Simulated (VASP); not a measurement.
Write the native input for VASP 6.6.1 that does the following.

* Task: band structure
* Functional: PBE
* Potentials or basis: VASP PAW PBE potentials, release 64 (Mg, O)
* Cutoff: 520 eV
* k mesh: 12 × 12 × 12
* Occupations: gaussian, width 0.03 eV
* Spin: no spin polarisation
* Further INCAR settings: ALGO = Normal; EDIFF = 1e-07; NBANDS = 11

The structure of MgO lies in POSCAR:

```
MgO                                     
1.0
    0.0000000000      2.1224813280      2.1224813280
    2.1224813280      0.0000000000      2.1224813280
    2.1224813280      2.1224813280      0.0000000000
  Mg              O             
     1     1
Direct
     0.0000000000000000    0.0000000000000000    0.0000000000000000
     0.5000000000000000    0.5000000000000000    0.5000000000000000
```

One way to write it, as run:

INCAR

```
PREC = Accurate
ENCUT = 520
EDIFF = 1E-7
ISMEAR = 0
SIGMA = 0.03
LREAL = F
LASPH = T
NELM = 80
ALGO = Normal
ISIF = 2
LWAVE = F
LCHARG = F
GGA = PE
NBANDS = 11
ICORELEVEL = 1
```

KPOINTS

```
regular mesh
0
Gamma
  12 12 12
```

KPOINTS_OPT

```
explicit points
159
Reciprocal
 0.0000000000  0.0000000000  0.0000000000 1
 0.0357142857  0.0000000000  0.0357142857 1
 0.0714285714  0.0000000000  0.0714285714 1
 0.1071428571  0.0000000000  0.1071428571 1
 0.1428571429  0.0000000000  0.1428571429 1
 0.1785714286  0.0000000000  0.1785714286 1
[... 151 lines left out ...]
 0.4250000000  0.0000000000  0.4250000000 1
 0.4500000000  0.0000000000  0.4500000000 1
```

Potentials or basis: VASP PAW PBE potentials, release 64 (Mg, O).

Command:

```bash
$ cat potpaw_PBE.64/Mg/POTCAR potpaw_PBE.64/O/POTCAR > POTCAR
$ mpirun -np 1 vasp_std > vasp.out
```

Results of the run:

- Pressure: 0.2 GPa
- Band gap on the k mesh: 4.50 eV, direct
- Band gap along the path: 4.50 eV, direct

Wall time 11 s on 1 thread of Intel(R) Xeon(R) 6975P-C (Granite Rapids), on a shared host, peak memory 0.15 GiB.
